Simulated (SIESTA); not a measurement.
Wanted: the native input for a SIESTA 5.4.2 run.

- Task: single point
- Functional: PBE
- Potentials or basis: PseudoDojo 0.4 standard (PBE files)
- Basis: DZP (energy shift 0.003 Ry; two zetas on semicore shells; d shell added on K)
- Grid cutoff: 800 Ry
- Energy shift: 0.003 Ry
- k mesh: 7 × 7 × 7
- Occupations: fermi-dirac, width 0.05 eV
- Spin: no spin polarisation

KBr:

```
CELL_PARAMETERS angstrom
4.04350 0.00000 0.00000
0.00000 4.04350 0.00000
0.00000 0.00000 4.04350
ATOMIC_POSITIONS crystal
Br 0.50000 0.50000 0.50000
K 0.00000 0.00000 0.00000
```

Measurements of this composition are mostly on another form, of space group No. 225.

These files were run (other wordings do the same):

KBr.fdf

```
SystemName                      KBr
SystemLabel                     KBr
NumberOfSpecies                 2
NumberOfAtoms                   2
%block ChemicalSpeciesLabel
  1  35 Br
  2  19 K
%endblock ChemicalSpeciesLabel

UseStructFile                   true

%block kgrid.MonkhorstPack
    7   0   0  0.0
    0   7   0  0.0
    0   0   7  0.0
%endblock kgrid.MonkhorstPack
XC.Functional                   GGA
XC.Authors                      PBE
PAO.BasisSize                   DZP
PAO.EnergyShift                 0.003 Ry
Mesh.Cutoff                     800 Ry
OccupationFunction              FD
ElectronicTemperature           0.05 eV
MaxSCFIterations                120
SCF.MustConverge                false
SCF.Mixer.Method                Pulay
SCF.Mixer.Weight                0.25
SCF.Mixer.History               8
SCF.DM.Tolerance                5.0e-05
SCF.H.Tolerance                 1.0e-03 eV
WriteForces                     true
Charge.Mulliken                 end
Charge.Hirshfeld                end
Charge.Voronoi                  end
SaveRho                         true
SaveElectrostaticPotential      true
%block PAO.Basis
  K 5
  n=3 0 2
    3.889 0.000
  n=4 0 2
    9.500 0.000
  n=3 1 2
    4.612 0.000
  n=4 1 1
    9.500
  n=3 2 1
    7.000
%endblock PAO.Basis
```

KBr.STRUCT_IN

```
   4.0434990000     0.0000000000     0.0000000000
   0.0000000000     4.0434990000     0.0000000000
   0.0000000000     0.0000000000     4.0434990000
2
1  35    0.5000000000     0.5000000000     0.5000000000
2  19    0.0000000000     0.0000000000     0.0000000000
```

Potentials or basis: PseudoDojo 0.4 standard (PBE files), DZP (energy shift 0.003 Ry; two zetas on semicore shells; d shell added on K).

Command:

```sh
$ siesta < KBr.fdf > KBr.out 2>&1
```

It gave:

| Item | Value |
| --- | --- |
| Pressure | -0.3 GPa |
| Band gap on the k mesh | 3.94 eV, indirect (least direct gap 4.18 eV) |
| Hirshfeld charges | Br -0.20; K +0.20 e |
| Voronoi charges | Br -0.25; K +0.25 e |

Caveat: Mulliken charges of long-ranged orbitals can have an unphysical sign; an odd mesh through Γ misses points on the zone boundary, where band edges often lie; the basis of atomic orbitals isn't converged, which shifts pressures, moduli and gaps.

It took 2.1 min on 1 thread of Intel(R) Xeon(R) Processor @ 2.50GHz (Skylake/Cascade Lake), with other jobs on the host, peak memory 0.38 GiB.
